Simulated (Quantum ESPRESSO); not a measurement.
Hg, 1 atom in the cell. The typed cell holds 1 atom: a = 3.451 Å, b = 3.572 Å, c = 3.229 Å, α = 59.83°, β = 60.79°, γ = 55.66°. 

| Property | Result |
| --- | --- |
| Program | Quantum ESPRESSO 7.5 |
| Task | single point |
| Functional | WC |
| Potentials or basis | GBRV 1.5 PBEsol |
| Cutoff | 612 eV |
| Density cutoff | 4898 eV |
| k mesh | 10 × 9 × 10 |
| Occupations | fermi-dirac, width 0.136 eV |
| Spin | no spin polarisation |
| Mixing beta | 0.5 |
| Most SCF iterations | 120 |
| SCF threshold | 2e-10 Ry |

Potentials or basis: GBRV 1.5 PBEsol.

Launch:

```sh
$ OMP_NUM_THREADS=1 pw.x -in pw.in > pw.out
$ OMP_NUM_THREADS=1 pp.x -in pp_density.in > pp_density.out
$ OMP_NUM_THREADS=1 pp.x -in pp_potential.in > pp_potential.out
```

Hardware: 1 thread of Intel(R) Xeon(R) 6975P-C (Granite Rapids), on a shared host.

Question: Estimate the wall time of this run.

Answer: Wall time 56 s on 1 thread of Intel(R) Xeon(R) 6975P-C (Granite Rapids), with other jobs on the host, peak memory 0.18 GiB. Counts: scf iterations 9, k pools 1, bands 12, k points 452, g dense 21229.
